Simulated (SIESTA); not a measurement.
## SnTe under changes of volume

One of the cells (31.907 Å³/atom); the others are scaled copies at fixed shape and fractional positions:

```
CELL_PARAMETERS angstrom
0.00000 3.17172 3.17172
3.17172 0.00000 3.17172
3.17172 3.17172 0.00000
ATOMIC_POSITIONS crystal
Te 0.50000 0.50000 0.50000
Sn 0.00000 0.00000 0.00000
```

* Program: SIESTA 5.4.2
* Functional: PBE
* Potentials or basis: PseudoDojo 0.4 standard (PBE files)
* Basis: DZP (energy shift 0.002 Ry)
* Grid cutoff: 500 Ry
* Energy shift: 0.002 Ry
* k mesh: 7 × 7 × 7
* Occupations: fermi-dirac, width 0.05 eV
* Spin: no spin polarisation

```csv
volume (Å³/atom),energy over the lowest point (meV/atom),pressure (GPa)
29.404,86.90,7.5
30.030,?,?
30.656,40.43,4.8
31.907,12.43,2.5
32.532,4.44,1.6
33.158,0.00,0.7
```

Q: What does the run at 30.030 Å³/atom give?

A: Energy over the lowest point 61.53 meV/atom; pressure 6.0 GPa.

Worked out: A Birch-Murnaghan fit of order 3 (a polynomial in V^(-2/3)) to the other rows has its minimum at 33.70 Å³/atom, just outside them, with B0 = V·E''(V) = 42 GPa and B' = 3.5. It gives 61.16 meV/atom at 30.030 Å³/atom, against the run's 61.53, and -dE/dV = 5.9 GPa, against 6.0.

Energies are extrapolated to zero smearing.

Caveats: semicore shells carry a single zeta, which can move pressures by several GPa and volumes by a few percent; the basis of atomic orbitals isn't converged, which shifts pressures, moduli and gaps.
